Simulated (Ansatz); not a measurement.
# BeH2: the cost of one run

Program: Ansatz 0.2.0. Level of theory: DFT PBE, scalar-relativistic, plane waves, PAW. These are calculated values, not measurements.

## Step 1: The system as given

The structure is hexagonal, space group P-62c (No. 190). The conventional cell has a = 3.896 Å, b = 3.896 Å, c = 12.756 Å, α = 90.00°, β = 90.00°, γ = 120.00°. Be (site symmetry 3) is surrounded by 4 H at 1.13 to 1.20 Å. Be (site symmetry 3) is surrounded by 4 H at 1.20 to 1.35 Å. Around H (site symmetry -6) lie 2 Be at 1.20 Å. Around H (site symmetry 1) lie 2 Be at 1.13 to 1.35 Å. H (site symmetry 32) is surrounded by 2 Be at 1.20 Å.

As a file:

```cif
data_structure
_symmetry_space_group_name_H-M 'P-62c'
_symmetry_Int_Tables_number 190
_cell_length_a 3.8957
_cell_length_b 3.8957
_cell_length_c 12.7556
_cell_angle_alpha 90.000
_cell_angle_beta 90.000
_cell_angle_gamma 120.000
_cell_volume 167.65
loop_
_atom_site_label
_atom_site_type_symbol
_atom_site_symmetry_multiplicity
_atom_site_Wyckoff_symbol
_atom_site_fract_x
_atom_site_fract_y
_atom_site_fract_z
_atom_site_occupancy
Be1 Be 4 f 0.66667 0.33333 0.84402 1
Be2 Be 4 e 0.00000 0.00000 0.59407 1
H1 H 2 c 0.66667 0.33333 0.75000 1
H2 H 12 i 0.38962 0.13797 0.89014 1
H3 H 2 a 0.00000 0.00000 0.50000 1
```

The cell is invented: 4-connected net, bridging atoms on its edges, bridges bent (P-62c, No. 190). Lengths come from tabulated atomic sizes and are only a guess.

## Step 2: The guess as it stands, on a coarse mesh

Contents of input.yaml:

```yaml
crystal:
  lattice:
    - [3.89572577, 0.0, 0.0]
    - [-1.94786288, 3.37379748, 0.0]
    - [0.0, 0.0, 12.75564953]
  atoms:
    - { symbol: Be, position: [0.66666667, 0.33333333, 0.84401968] }
    - { symbol: Be, position: [0.33333333, 0.66666667, 0.34401968] }
    - { symbol: Be, position: [0.0, 0.0, 0.59407213] }
    - { symbol: Be, position: [0.0, 0.0, 0.09407213] }
    - { symbol: Be, position: [0.66666667, 0.33333333, 0.65598032] }
    - { symbol: Be, position: [0.33333333, 0.66666667, 0.15598032] }
    - { symbol: Be, position: [0.0, 0.0, 0.40592787] }
    - { symbol: Be, position: [0.0, 0.0, 0.90592787] }
    - { symbol: H, position: [0.66666667, 0.33333333, 0.75] }
    - { symbol: H, position: [0.38961911, 0.13796871, 0.89013601] }
    - { symbol: H, position: [0.86203129, 0.2516504, 0.89013601] }
    - { symbol: H, position: [0.7483496, 0.61038089, 0.89013601] }
    - { symbol: H, position: [0.33333333, 0.66666667, 0.25] }
    - { symbol: H, position: [0.13796871, 0.38961911, 0.39013601] }
    - { symbol: H, position: [0.2516504, 0.86203129, 0.39013601] }
    - { symbol: H, position: [0.61038089, 0.7483496, 0.39013601] }
    - { symbol: H, position: [0.7483496, 0.61038089, 0.60986399] }
    - { symbol: H, position: [0.86203129, 0.2516504, 0.60986399] }
    - { symbol: H, position: [0.38961911, 0.13796871, 0.60986399] }
    - { symbol: H, position: [0.0, 0.0, 0.5] }
    - { symbol: H, position: [0.61038089, 0.7483496, 0.10986399] }
    - { symbol: H, position: [0.2516504, 0.86203129, 0.10986399] }
    - { symbol: H, position: [0.13796871, 0.38961911, 0.10986399] }
    - { symbol: H, position: [0.0, 0.0, 0.0] }
basis:
  ecutwfc: 420
kpoints:
  mp_grid: { grid: [6, 6, 2] }
hamiltonian:
  xc: pbe
scf:
  occupations: { method: gaussian, width: 0.1 }
  lower_state_search: "off"
output:
  forces: true
  stress: true
  eigenvalues: true
```

Started as:

```console
$ ansatz run input.yaml --threads 1 --pin off --max-ram 2560MiB --backend cpu --events-out ev --progress --plain --runs-dir out
```

**Question.** How long does this run take on 1 thread of AMD EPYC 7R43 (Zen 3), shared host, and how much memory does it need?

About 4.3 s, with a peak of 0.41 GiB.
